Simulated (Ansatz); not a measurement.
Crystal: Si3N4.

```
Si N
1.0
     4.13078    0.00000    0.00000
     0.00000    4.13078    0.00000
     0.00000    0.00000    4.13078
Si N
3 4
Direct
  0.00000 0.00000 0.50000
  0.50000 0.00000 0.00000
  0.00000 0.50000 0.00000
  0.23952 0.23952 0.76048
  0.76048 0.76048 0.76048
  0.23952 0.76048 0.23952
  0.76048 0.23952 0.23952
```

The cell was built by a generator and needn't be a form met in nature.

Base run:

| Item | Value |
| --- | --- |
| Program | Ansatz 0.2.0 |
| Functional | PBE |
| Potentials or basis | Ansatz PAW |
| Cutoff | 420 eV |
| Density cutoff | 1680 eV |
| k mesh | 7 × 7 × 7 |
| Occupations | fermi-dirac, width 0.05 eV |
| Spin | no spin polarisation |

Its results: band gap on the k mesh 2.75 eV, indirect (least direct gap 2.93 eV); pressure 0.0 GPa.

Q: The run is repeated on the same cell with these changes: functional from PBE to PBEsol. What comes out?

A: Band gap on the k mesh 2.62 eV, indirect (least direct gap 2.81 eV); pressure -4.1 GPa.

PBEsol binds more tightly than PBE, so the same cell stands under less pressure.

Caveats: odd divisions of the mesh miss points on the zone boundary, where band edges often lie, so the gap on the mesh can be too wide (some runs); the PAW data sets come from PBE, with cores solved anew for the run's functional, which leaves a small shift of forces and pressure (some runs).

Not every run made on this cell is shown here.
